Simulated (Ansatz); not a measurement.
**Au (Fm-3m) under several functionals**

**What was measured.**

“Mechanisms for carbon adsorption on Au(110)-(2*1): A work function analysis”, 2018, arxiv:1805.06931 quotes, for a bulk crystal of Au at 298 K: lattice constant a 4.078 Å.

Plane-wave DFT in Ansatz with scalar-relativistic PAW potentials. The same structure was relaxed (cell and atoms, symmetry kept) in separate runs at each level. No spin polarisation.

| level | cutoff (eV) | k mesh | V (Å³/atom) | a (Å) | B0 (GPa) |
| --- | --- | --- | --- | --- | --- |
| PBEsol | 420 | 18×18×18 | 17.026 | 4.084 | 175 |
| r2SCAN | 500 | 18×18×18 | 17.535 | 4.124 | 155 |
| PBE | 420 | 18×18×18 | 17.973 | 4.158 | 141 |

Q: Where does PBE+D3(BJ) (420 eV, k mesh 18×18×18) fall?

A: V (Å³/atom) 17.270, a (Å) 4.103. Its volume is between those of PBEsol and r2SCAN. The usual order of volumes, PBEsol < PBE, holds here (17.026, 17.973 Å³/atom). As a rule PBEsol, built on the gradient expansion of slowly varying densities, lies between LDA and PBE; PBE's stronger gradient term for exchange weakens bonds. Adding D3 to PBE changes the volume by -3.9 %; the term is attractive, so it pulls cells in. In metals the pairwise form ignores screening by the conduction electrons and often pulls in too far. r2SCAN lies 2.4 % under PBE in volume. B0 goes from 175.0 to 141.0 GPa as the volume grows by 5.6 %; on one curve with B' = 5.8 the volume alone, B ∝ V^(−B'), would give 127.7 GPa, and the rest of the difference is the functional's own stiffness.

For PBE: Against the measured lattice constant a of Au, 4.078 Å (298 K; quoted in “Mechanisms for carbon adsorption on Au(110)-(2*1): A work function analysis”, 2018, arxiv:1805.06931), the calculated 4.158 Å is off by +2.0 %. The calculations are for 0 K without zero-point motion.

Spin-orbit coupling is left out, which matters for the bands of heavy elements.